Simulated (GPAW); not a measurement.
# Ta2N (P-3m1) in GPAW: reference runs

How does Ta2N come out in PBE? The cell is run as given.

Everything below comes from runs of GPAW 26.7.0. Logs are shortened: lines on timing, memory, paths and dates and some standing lists are left out, and cuts for length are marked. The log counts tension as positive stress, the text compression.

## 1. The crystal as given

Symmetry: P-3m1, No. 164, trigonal system. The conventional cell has a = 3.113 Å, b = 3.113 Å, c = 4.870 Å, α = 90.00°, β = 90.00°, γ = 120.00°. Ta (site symmetry 3m) is surrounded by 3 N at 2.18 Å. N (site symmetry -3m) is surrounded by 6 Ta at 2.18 Å.

The cell comes from a database or a generator and needn't be the stable form of this composition.

## 2. Single point, PBE

run.py reads:

```python
from ase import Atoms
from ase.dft.bandgap import bandgap
from ase.io import write
from ase.units import GPa
from gpaw import GPAW, PW

atoms = Atoms(['Ta', 'Ta', 'N'],
              cell=[[3.112861506, 0.0, 0.0],
                    [-1.556430753, 2.6958171426, 0.0],
                    [0.0, 0.0, 4.869841]],
              scaled_positions=[[0.3333333333, 0.6666666667, 0.254711],
                                [0.6666666667, 0.3333333333, 0.745289],
                                [0.0, 0.0, 0.0]],
              pbc=True)

calc = GPAW(mode=PW(800),
            xc='PBE',
            kpts={'size': (10, 10, 6), 'gamma': True},
            occupations={'name': 'fermi-dirac', 'width': 0.05},
            nbands=30,
            convergence={'density': 1e-05, 'energy': 1e-05},
            maxiter=150,
            txt='gpaw.txt')
atoms.calc = calc
energy = atoms.get_potential_energy()
forces = atoms.get_forces()
stress = atoms.get_stress()
calc.write('gs.gpw')
write('result.traj', atoms)
print(f'Energy: {energy:.6f} eV')
print('Forces (eV/A):')
print(forces.round(4))
print('Stress (GPa):', (stress / GPa).round(3))
print('Fermi level:', round(calc.get_fermi_level(), 4), 'eV')
print(f'Gap: {bandgap(calc)[0]:.4f} eV, direct: {bandgap(calc, direct=True)[0]:.4f} eV')
```

Potentials or basis: GPAW PAW data sets (gpaw-data 1.2.1), pw.

On the command line:

```console
> OMP_NUM_THREADS=1 python run.py
```

gpaw.txt:

```text
__  _  _
 | _ |_)|_||  |
 |__||  | ||/\| - 26.7.0

Input parameters:
  mode=PW(ecut=800.0),
  convergence={'density': 1e-05, 'energy': 1e-05},
  kpts=MonkhorstPack(size=(10, 10, 6), gamma=True),
  maxiter=150,
  nbands=30,
  occupations=Occupations(name='fermi-dirac', width=0.05),
  xc=XC(name='PBE')

Diagonalizing LCAO Hamiltonian
Converting LCAO to pw mode

            Ta

         Ta

       N

Atoms  # Å, Bohr magnetons
|   | symbol |         x |        y |        z |    initial magnetic moments |
|---|--------|-----------|----------|----------|-----------------------------|
| 0 |     Ta | -0.000000 | 1.797211 | 1.240402 | ( 0.0000,  0.0000,  0.0000) |
| 1 |     Ta |  1.556431 | 0.898606 | 3.629439 | ( 0.0000,  0.0000,  0.0000) |
| 2 |      N |  0.000000 | 0.000000 | 0.000000 | ( 0.0000,  0.0000,  0.0000) |

Unit cell  # Å
| periodic |         x |        y |        z |  lengths |     angles |
|----------|-----------|----------|----------|----------|------------|
|      yes |  3.112862 | 0.000000 | 0.000000 | 3.112862 |  90.000000 |
|      yes | -1.556431 | 2.695817 | 0.000000 | 3.112862 |  90.000000 |
|      yes |  0.000000 | 0.000000 | 4.869841 | 4.869841 | 120.000000 |

Number of symmetries: 12
Symmetry operations  # r_c * U_cc + t_c -> r_c
|    | kind |            matrix            |
|----|------|------------------------------|
|  0 |  σ   |  1, 1, 0,  0,-1, 0,  0, 0, 1 |
|  1 |  S6  |  1, 1, 0, -1, 0, 0,  0, 0,-1 |
|  2 |  E   |  1, 0, 0,  0, 1, 0,  0, 0, 1 |
|  3 |  C2  |  1, 0, 0, -1,-1, 0,  0, 0,-1 |
|  4 |  C2  |  0, 1, 0,  1, 0, 0,  0, 0,-1 |
|  5 |  C3  |  0, 1, 0, -1,-1, 0,  0, 0, 1 |
|  6 |  S6  |  0,-1, 0,  1, 1, 0,  0, 0,-1 |
|  7 |  σ   |  0,-1, 0, -1, 0, 0,  0, 0, 1 |
|  8 |  σ   | -1, 0, 0,  1, 1, 0,  0, 0, 1 |
|  9 |  i   | -1, 0, 0,  0,-1, 0,  0, 0,-1 |
| 10 |  C3  | -1,-1, 0,  1, 0, 0,  0, 0, 1 |
| 11 |  C2  | -1,-1, 0,  0, 1, 0,  0, 0,-1 |

BZ-sampling:
  Number of BZ points: 600
  Number of IBZ points: 72

  Monkhorst-Pack size: [10, 10, 6]
  Monkhorst-Pack shift: [0.05, 0.05, 0.08333333333333333]

K-points  # in reciprocal-cell coordinates
|     |                                coordinates |     weight |
|-----|--------------------------------------------|------------|
|   0 | (  0.00000000,   0.00000000,   0.00000000) | 0.00166667 |
|   1 | (  0.00000000,   0.00000000,   0.16666667) | 0.00333333 |
|   2 | (  0.00000000,   0.00000000,   0.33333333) | 0.00333333 |
|   3 | (  0.00000000,   0.00000000,   0.50000000) | 0.00166667 |
|   4 | (  0.10000000,   0.00000000,  -0.33333333) | 0.01000000 |
|   5 | (  0.10000000,   0.00000000,  -0.16666667) | 0.01000000 |
|   6 | (  0.10000000,   0.00000000,   0.00000000) | 0.01000000 |
|   7 | (  0.10000000,   0.00000000,   0.16666667) | 0.01000000 |
|   8 | (  0.10000000,   0.00000000,   0.33333333) | 0.01000000 |
|   9 | (  0.10000000,   0.00000000,   0.50000000) | 0.01000000 |
| ... |                                            |            |
|  71 | (  0.50000000,   0.50000000,   0.50000000) | 0.00500000 |

Plane wave coefficients: 2113
Cutoff: 800.0 eV

Spin-components: 1 (collinear spins)
Bands:           30
Projectors:      17
Spin-degeneracy: 2
Datatype:        complex128

Density:
  Valence electrons: 31.0
  Components: 1
  Grid points: [21 21 32]
  Charge: 0.0  # |e|

Potential:
  Grid points: [21 21 32]

species:
  Ta:
    name:    Tantalum
    Z:       73.0
    valence: 13
    core:    60
    charge:  0.0  # [|e|]
    compensation charges:
      type: gauss
      rc: 0.42  # [Å]
      lmax: 2
    cutoffs:
      filter: 2.36  # [Å]
      core: 3.45  # [Å]
    projectors
    | kind |    occ | energy [eV] | rcut [Å] |
    |------|--------|-------------|----------|
    |   5s |  2.000 |     -72.790 |    1.365 |
    |   6s |  2.000 |      -5.429 |    1.365 |
    |   5p |  6.000 |     -39.427 |    1.349 |
    |   6p |  0.000 |      -1.396 |    1.349 |
    |   5d |  3.000 |      -3.603 |    1.307 |
    |    d |        |      23.609 |    1.307 |

    Using partial waves for Ta as LCAO basis

  N:
    name:    Nitrogen
    Z:       7.0
    valence: 5
    core:    2
    charge:  0.0  # [|e|]
    compensation charges:
      type: gauss
      rc: 0.18  # [Å]
      lmax: 2
    cutoffs:
      filter: 1.11  # [Å]
      core: 0.96  # [Å]
    projectors
    | kind |    occ | energy [eV] | rcut [Å] |
    |------|--------|-------------|----------|
    |   2s |  2.000 |     -18.583 |    0.603 |
    |   2p |  3.000 |      -7.089 |    0.529 |
    |    s |        |       8.629 |    0.603 |
    |    p |        |      20.123 |    0.529 |
    |    d |        |       0.000 |    0.577 |

    Using partial waves for N as LCAO basis

Reference energy: -849826.604306  # eV

eigensolver:
  PPCG
  Converge bands: occupied
  niter=2

density mixing:
  MSR1-Mixer
  Pratt-step length: 0.05
  Maximum mixing coefficient: 0.75
  Old densities: 10
  SVD Regularization: 0.005
  Good broyden scale: 1.0
  Trust region scale: 1.0
  Backstep threshold: 4.0
  History deletion threshold: 6.0
  Fourier metric: weight=20.0, sigma=0.015

occupation numbers:
  Fermi-Dirac:
    width: 0.0500  # eV

poisson solver:
  ecut: 6400.0  # eV

xc functional:
[... 9 lines left out ...]
|iter     | |      energy | eigst |  dens |
|---------|-|-------------|-------|-------|
|iter:   1| |  -32.184227 | +0.11 |       |
|iter:   2| |  -31.696280 | -2.22 | -1.05 |
|iter:   3| |  -30.583760 | -1.58 | -1.10 |
|iter:   4| |  -30.579388 | -2.75 | -1.66 |
|iter:   5| |  -30.585189 | -3.22 | -1.93 |
|iter:   6| |  -30.586019 | -3.94 | -2.34 |
|iter:   7| |  -30.586108 | -5.15 | -3.02 |
|iter:   8| |  -30.586111c| -6.99 | -3.87 |
|iter:   9| |  -30.586111c| -7.70c| -4.32 |
|iter:  10| |  -30.586111c| -8.68c| -5.28c|

Converged in 10 steps
Energy contributions relative to reference atoms: (reference = -849826.604306)

Energy contributions:
  Kinetic:          24.435857
  Coulomb:         -27.299299
  Zero:             -0.333019
  External:          0.000000
  Xc:              -27.382844
  Entropy:          -0.013612
  Spinorbit:         0.000000
  ----------------------------
  Free energy:     -30.592917
  Extrapolated:    -30.586111

dipole moment: (-3.864785, -6.694004, -12.092339)  # |e|*Ang

Fermi level: 13.385
Eigenvalues  # (at kpt = [0.000, 0.000, 0.000])
| band index |      eig [eV] | occ [0-2] |
|------------|---------------|-----------|
|          0 |       -55.099 |     2.000 |
|        ... |               |           |
|          8 |        -4.004 |     2.000 |
|          9 |         5.031 |     2.000 |
|         10 |         7.365 |     2.000 |
|         11 |         7.365 |     2.000 |
|         12 |         8.447 |     2.000 |
|         13 |        12.737 |     2.000 |
[... 8 lines left out ...]
|         22 |        20.074 |     0.000 |
|         23 |        20.074 |     0.000 |
|        ... |               |           |
|         29 |        30.997 |     0.000 |

No gap
No difference between direct/indirect transitions

Forces  # eV/Ang
|       x |       y |        z |
|---------|---------|----------|
| 0.00000 | 0.00000 |  0.02849 |  # Ta   0
| 0.00000 | 0.00000 | -0.02849 |  # Ta   1
| 0.00000 | 0.00000 |  0.00000 |  # N    2

Stress tensor  # eV/Ang^3
|        x |         y |         z |
|----------|-----------|-----------|
| 0.009519 |  0.000000 |  0.000000 |
| 0.000000 |  0.009519 | -0.000000 |
| 0.000000 | -0.000000 |  0.000975 |

# Writing to gs.gpw (mode='')
```

It took 74 s on 1 thread of Arm Neoverse V2, shared host; peak memory 0.25 GiB.

Results:

```yaml
Free_energy: -30.5929 eV
Pressure: -1.1 GPa
Largest_force: 0.028 eV/Å
Band_gap_on_the_k_mesh: none (metal or under the smearing width)
```

Forces on the atoms (eV/Å):
```
Ta   0.000  0.000  0.028
Ta   0.000  0.000 -0.028
N    0.000  0.000  0.000
```

The run has no spin-orbit coupling, so splittings on Ta are missing.
